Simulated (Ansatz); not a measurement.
Write the native input for Ansatz 0.2.0 that does the following.

- Task: relaxation of cell and atoms
- Functional: LDA
- Potentials or basis: Ansatz PAW
- Cutoff: 420 eV (not typed: the program's choice for these potentials)
- k mesh: 8 × 8 × 8
- Occupations: fermi-dirac, width 0.05 eV
- Spin: no spin polarisation

Crystal: CuCl2.

```
CELL_PARAMETERS angstrom
-2.25486 2.25486 6.85990
2.25486 -2.25486 6.85990
2.25486 2.25486 -6.85990
ATOMIC_POSITIONS crystal
Cu 0.00000 0.00000 0.00000
Cl 0.00000 0.50000 0.50000
Cl 0.50000 0.00000 0.50000
```

Measurements of this composition are mostly on another form, of space group No. 12.

The input as run:

input.yaml

```yaml
crystal:
  lattice:
    - [-2.254859, 2.254859, 6.859903]
    - [2.254859, -2.254859, 6.859903]
    - [2.254859, 2.254859, -6.859903]
  atoms:
    - { symbol: Cu, position: [0.0, 0.0, 0.0] }
    - { symbol: Cl, position: [0.0, 0.5, 0.5] }
    - { symbol: Cl, position: [0.5, 0.0, 0.5] }
hamiltonian:
  xc: lda
  pseudopotentials: { kind: paw }
kpoints:
  mp_grid: { grid: [8, 8, 8] }
scf:
  occupations: { method: fermi_dirac, width: 0.05 }
output:
  forces: true
  stress: true
  eigenvalues: true
  write_density: true
  write_potential: true
  elf: true
  volumetric_format: npy
relax:
  f_tol: 0.01
  max_steps: 40
  cell: { stress_tol: 0.05 }
```

Potentials or basis: Ansatz PAW.

Command:

```console
$ ansatz run input.yaml --threads 2 --pin off --max-ram 5632MiB --backend cpu --events-out ev --progress --plain --runs-dir out
```

Results of the run:

- Relaxed volume: 43.89 Å³/atom
- Relaxed cell: a = 7.504 Å, b = 7.504 Å, c = 7.504 Å, α = 145.98°, β = 145.98°, γ = 48.87°
- Space group after relaxing (to 0.05 Å): I4/mmm (No. 139)
- Energy gained by relaxing: 22.9 meV/atom
- Ionic steps: 5
- Pressure after relaxing: 0.0 GPa
- Band gap on the k mesh: none (metal or under the smearing width)

Caveat: the plane-wave basis is chosen anew once the cell has moved, so the energies of steps on either side of that aren't comparable; an odd number of electrons without spin polarisation forces a metal; a magnetic or distorted state may lie lower; the run has no spin polarisation, though such a crystal can be magnetic; semilocal functionals often make such compounds metallic where correlation or magnetic order opens a gap, which also shifts bond lengths; the PAW data sets come from PBE, with cores solved anew for the run's functional, which leaves a small shift of forces and pressure.

Wall time 29 s on 2 threads of Intel(R) Xeon(R) Platinum 8259CL CPU @ 2.50GHz (Skylake/Cascade Lake), with other jobs on the host, peak memory 0.58 GiB.
